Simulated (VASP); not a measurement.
Al: single point with PBEsol

Crystal: Al.

```
CELL_PARAMETERS angstrom
-1.60700 1.60700 1.60700
1.60700 -1.60700 1.60700
1.60700 1.60700 -1.60700
ATOMIC_POSITIONS crystal
Al 0.00000 0.00000 0.00000
```

This isn't the form of Al at room conditions, which is fcc.

```yaml
Program: VASP 6.6.1
Task: single point
Functional: PBEsol
Potentials_or_basis: VASP PAW PBE potentials, release 64 (Al)
Cutoff: 520 eV
k_mesh: 18 × 18 × 18
Occupations: gaussian, width 0.5 eV
Spin: no spin polarisation
Further_INCAR_settings: ALGO = Fast; EDIFF = 1e-06
```

* Pressure: 0.1 GPa
* Band gap on the k mesh: none (metal or under the smearing width)

Levels at points of the mesh, in eV from the Fermi level:
```tsv
k point	band 1	band 2	band 3	band 4
(0.00, 0.00, 0.00)	-11.08	13.21	13.21	13.21
(0.50, 0.00, 0.00)	-4.29	-3.85	8.11	8.24
(0.50, 0.50, 0.50)	1.86	1.86	1.86	2.98
```

Run time: 9.6 s on 1 thread of AMD EPYC 9R14 (Zen 4), on a shared host, peak memory 0.11 GiB.

Caveat: the PAW data sets were made with another functional, which shifts forces and pressure a little.
